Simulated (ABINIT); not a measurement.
# Co (P-3m1) in ABINIT: reference runs

Aim: a first look at Co with PBE, on the cell as given.

Program: ABINIT 10.8.3 (patched build). These are calculated values, not measurements. Logs are shortened: lines on timing, memory, paths and dates and some standing lists are left out, and cuts for length are marked. The log counts tension as positive stress, the text compression.

### Step 1. The structure

Symmetry: P-3m1, No. 164, trigonal system. Conventional cell: a = 2.487 Å, b = 2.487 Å, c = 4.063 Å, α = 90.00°, β = 90.00°, γ = 120.00°. Co (site symmetry 3m) is surrounded by 12 Co at 2.42 to 2.55 Å.

### Step 2. Single point, PBE, collinear spin, ferromagnetic start

File run.abi:

```
# Pseudopotentials
pp_dirpath "./"
pseudos "Co.GGA_PBE-JTH.xml"

# Structure
acell 3*1.0 Angstrom
rprim
     2.4873648738     0.0000000000     0.0000000000
    -1.2436824369     2.1541211692     0.0000000000
     0.0000000000     0.0000000000     4.0632895034
ntypat 1
znucl 27
natom 2
typat 1 1
xred
     0.3333333333     0.6666666667     0.7401390000
     0.6666666667     0.3333333333     0.2598610000

# Plane-wave basis
ecut 26.0
pawecutdg 48.0
pawxcdev 0

# k points
kptopt 1
ngkpt 12 12 7
nshiftk 1
shiftk 0.0 0.0 0.0

# Exchange and correlation
ixc 11

# Bands and occupations
nband 22
occopt 3
tsmear 0.00183747

# Spin
nsppol 2
spinat
     0.0000000000     0.0000000000     2.0000000000
     0.0000000000     0.0000000000     2.0000000000

# SCF cycle
nstep 100
tolvrs 1.0e-9

# Output
iomode 3
prtwf 0
prteig 0
prtebands 0
enunit 2
prtden 1
prtvha 1
prtvclmb 1
prtpot 1
```

Potentials or basis: JTH PAW PBE v2.0.

Command:

```sh
$ abinit run.abi > log 2>&1
```

run.abo:

```text
.Version 10.8.3 of ABINIT
 Symmetries : space group P-3 m 1 (#164); Bravais hP (primitive hexag.)
================================================================================
 Values of the parameters that define the memory need of the present run
     intxc =       0    ionmov =       0      iscf =      17    lmnmax =      18
     lnmax =       6     mgfft =      36  mpssoang =       3    mqgrid =    3001
     natom =       2  nloc_mem =       2    nspden =       2   nspinor =       1
    nsppol =       2      nsym =      12    n1xccc =       1    ntypat =       1
    occopt =       3   xclevel =       2
       mpw =         960          nfft =       20736          nkpt =         112
 PAW method is used; the additional fine FFT grid is defined by:
   mgfftf=        48    nfftf =     43200
================================================================================
================================================================================

--------------------------------------------------------------------------------
------------- Echo of variables that govern the present computation ------------
--------------------------------------------------------------------------------
 -outvars: echo values of preprocessed input variables --------
            acell      1.8897261259E+00  1.8897261259E+00  1.8897261259E+00 Bohr
              amu      5.89332000E+01
             ecut      2.60000000E+01 Hartree
           enunit           2
                       outvar_i_n : Printing only first  50 k-points.
              ixc          11
                       outvar_i_n : Printing only first  50 k-points.
         kptrlatt       12    0    0      0   12    0      0    0    7
          kptrlen      5.37495303E+01
            natom           2
            nband          22
            ngfft          24      24      36
          ngfftdg          30      30      48
             nkpt         112
           nspden           2
           nsppol           2
            nstep         100
             nsym          12
           ntypat           1
                       prtocc : prtvol=0, do not print more k-points.
                       1.000000  1.000000  1.000000  1.000000  1.000000  1.000000
                       1.000000  1.000000  1.000000  1.000000  1.000000  1.000000
                       1.000000  1.000000  1.000000  1.000000  1.000000  0.000000
                       0.000000  0.000000  0.000000  0.000000
                       1.000000  1.000000  1.000000  1.000000  1.000000  1.000000
                       1.000000  1.000000  1.000000  1.000000  1.000000  1.000000
                       1.000000  1.000000  1.000000  1.000000  1.000000  0.000000
                       0.000000  0.000000  0.000000  0.000000
                       1.000000  1.000000  1.000000  1.000000  1.000000  1.000000
                       1.000000  1.000000  1.000000  1.000000  1.000000  1.000000
                       1.000000  1.000000  1.000000  1.000000  1.000000  0.000000
                       0.000000  0.000000  0.000000  0.000000
                       1.000000  1.000000  1.000000  1.000000  1.000000  1.000000
                       1.000000  1.000000  1.000000  1.000000  1.000000  1.000000
                       1.000000  1.000000  1.000000  1.000000  1.000000  0.000000
                       0.000000  0.000000  0.000000  0.000000
                       1.000000  1.000000  1.000000  1.000000  1.000000  1.000000
[... 168 lines left out ...]
                       1.000000  1.000000  1.000000  1.000000  1.000000  1.000000
[... 214 lines left out ...]
 prteigrs : prtvol=0 or 1, do not print more k-points.

 Fermi (or HOMO) energy (eV) =  14.14183   Average Vxc (eV)= -12.79153
 Eigenvalues (   eV  ) for nkpt= 112  k points, SPIN UP:
 kpt#   1, nband= 22, wtk=  0.00099, kpt=  0.0000  0.0000  0.0000 (reduced coord)
 -81.98796  -81.93151  -45.38290  -45.09635  -45.09635  -45.05937  -45.04908  -45.04908
   5.11486    8.91949   11.44128   11.49680   11.49680   11.79547   11.79547   12.20576
  12.20576   13.28050   13.28050   13.87599   20.19775   36.00323
 prteigrs : prtvol=0 or 1, do not print more k-points.

 Eigenvalues (   eV  ) for nkpt= 112  k points, SPIN DOWN:
 kpt#   1, nband= 22, wtk=  0.00099, kpt=  0.0000  0.0000  0.0000 (reduced coord)
 -79.89268  -79.83197  -43.35534  -43.05019  -43.05019  -43.00239  -42.99931  -42.99931
   5.10668    9.85891   13.05785   13.17422   13.17422   13.48563   13.48563   13.84495
  14.05514   14.05514   15.20896   15.20896   21.24661   35.69270
 prteigrs : prtvol=0 or 1, do not print more k-points.

--- !EnergyTerms
iteration_state     : {dtset: 1, }
comment             : Components of total free energy in Hartree
kinetic             :  2.35384073868981E+01
hartree             :  6.92197531483984E+01
xc                  : -6.29966528870487E+00
Ewald energy        : -1.99040221393240E+02
psp_core            :  6.99828666470764E+00
local_psp           : -2.38314208772740E+02
PAW spherical_terms :  5.10826589442551E+01
internal            : -2.92814989310426E+02
'-kT*entropy'       : -5.46978916298159E-04
total_energy        : -2.92815536289342E+02
total_energy_eV     : -7.96791665679335E+03
...

--- !EnergyTermsDC
iteration_state     : {dtset: 1, }
comment             : '"Double-counting" decomposition of free energy'
band_energy         : -2.36586930671693E+01
Ewald energy        : -1.99040221393240E+02
psp_core            :  6.99828666470764E+00
xc_dc               : -6.73121734929451E+01
PAW spherical_terms : -9.80219219104553E+00
internal            : -2.92814993479692E+02
'-kT*entropy'       : -5.46978916298159E-04
total_energy_dc     : -2.92815540458608E+02
total_energy_dc_eV  : -7.96791677024487E+03
...

--- !EnergyTermsWithPAWCore
iteration_state     : {dtset: 1, }
comment             : 'Components of total free energy, including PAW core contributions'
Total energy        : -2.78689812174130E+03
Total energy DC     : -2.78689812591057E+03
Total energy (eV)   : -7.58353612189016E+04
Total energy DC (eV): -7.58353613323531E+04
...

 Cartesian components of stress tensor (hartree/bohr^3)
  sigma(1 1)= -6.70597716E-05  sigma(3 2)=  0.00000000E+00
  sigma(2 2)= -6.70597719E-05  sigma(3 1)=  0.00000000E+00
  sigma(3 3)=  2.79501175E-05  sigma(2 1)=  0.00000000E+00

-Cartesian components of stress tensor (GPa)         [Pressure=  1.0412E+00 GPa]
- sigma(1 1)= -1.97296660E+00  sigma(3 2)=  0.00000000E+00
- sigma(2 2)= -1.97296661E+00  sigma(3 1)=  0.00000000E+00
- sigma(3 3)=  8.22320848E-01  sigma(2 1)=  0.00000000E+00

== END DATASET(S) ==============================================================
================================================================================

 -outvars: echo values of variables after computation  --------
            acell      1.8897261259E+00  1.8897261259E+00  1.8897261259E+00 Bohr
           etotal     -2.9281554046E+02
            fcart      2.8642490356E-29 -1.6536749517E-29  9.7574047730E-03
                      -2.8642490356E-29  1.6536749517E-29 -9.7574047730E-03
            rprim      2.4873648738E+00  0.0000000000E+00  0.0000000000E+00
                      -1.2436824369E+00  2.1541211692E+00  0.0000000000E+00
                       0.0000000000E+00  0.0000000000E+00  4.0632895034E+00
           strten     -6.7059771568E-05 -6.7059771926E-05  2.7950117536E-05
                       0.0000000000E+00  0.0000000000E+00  0.0000000000E+00
           xangst     -4.4041391390E-17  1.4360807795E+00  3.0073990298E+00
                       1.2436824369E+00  7.1804038973E-01  1.0558904736E+00
             xred      3.3333333333E-01  6.6666666667E-01  7.4013900000E-01
                       6.6666666667E-01  3.3333333333E-01  2.5986100000E-01
 Calculation completed.
```

Wall time 3.1 min (1 thread of Arm Neoverse V2, shared host); peak memory 0.23 GiB.

Results:

```yaml
Free_energy: -7967.9168 eV
Pressure: 1.0 GPa
Largest_force: 0.502 eV/Å
Band_gap_on_the_k_mesh: none (metal or under the smearing width)
Net_moment: 3.27 μB per cell
Site_moments: Co +1.72 μB
Valence_electrons_inside_the_program's_atomic_spheres: Co 15.54 (radii [1.1161] Å)
```

Forces in eV/Å, atoms in the order of the input:
```
Co   0.000  0.000  0.502
Co   0.000  0.000 -0.502
```

Stress tensor (GPa, compression positive):
```
 1.97  0.00  0.00
 0.00  1.97  0.00
 0.00  0.00 -0.82
```

Levels at points of the mesh, in eV from the Fermi level:
Spin up:
```tsv
k point	band 17	band 18	band 19	band 20	band 21	band 22
(0.00, 0.00, 0.00)	-1.94	-0.86	-0.86	-0.27	6.06	21.86
(0.50, 0.00, 0.00)	-0.70	-0.53	1.25	3.26	9.34	10.30
```
Spin down:
```
           k point  band 12  band 13  band 14  band 15  band 16  band 17  band 18  band 19
(0.00, 0.00, 0.00)    -0.97    -0.97    -0.66    -0.66    -0.30    -0.09    -0.09     1.07
(0.50, 0.00, 0.00)    -1.87    -1.10    -1.07    -0.65     1.22     1.31     1.38     2.52
```
